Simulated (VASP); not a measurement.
A run of VASP 6.6.1 is set up as follows.

The input INCAR:

```
SYSTEM = TiO2
PREC = Accurate ; ENCUT = 600
EDIFF = 1E-6 ; ISMEAR = 0
SIGMA = 0.03 ; LREAL = .FALSE.
LASPH = .TRUE. ; NELM = 80
ALGO = Normal ; ISIF = 3
LWAVE = .FALSE. ; LCHARG = .FALSE.
GGA = PE ; IBRION = 2
NSW = 90 ; EDIFFG = -0.01
KPAR = 2
```

The input KPOINTS:

```
regular mesh
0
G
  10 10 10
  0 0 0
```

POSCAR

```
TiO2
1.0
   -1.8921000000      1.8921000000      4.7573000000
    1.8921000000     -1.8921000000      4.7573000000
    1.8921000000      1.8921000000     -4.7573000000
Ti O
2 4
Direct
    0.0000000000      0.0000000000      0.0000000000
    0.7500000000      0.2500000000      0.5000000000
    0.2081000000      0.2081000000      0.0000000000
    0.9581000000      0.4581000000      0.5000000000
    0.5419000000      0.0419000000      0.5000000000
    0.7919000000      0.7919000000      0.0000000000
```

Potentials or basis: VASP PAW PBE potentials, release 64 (Ti_sv, O).

Run with:

```bash
$ cat potpaw_PBE.64/Ti_sv/POTCAR potpaw_PBE.64/O/POTCAR > POTCAR
$ mpirun -np 2 vasp_std > vasp.out
```

(1) Estimate the relaxed cell.

(2) Estimate the space group after relaxing (to 0.05 Å).

(3) Estimate the relaxed volume.

(4) Estimate the band gap on the k mesh.

Answers

(1) a = 5.548 Å, b = 5.548 Å, c = 5.548 Å, α = 139.92°, β = 139.92°, γ = 57.97°.

(2) I4_1/amd (No. 141).

(3) 11.69 Å³/atom.

(4) 2.11 eV, indirect (least direct gap 2.40 eV).
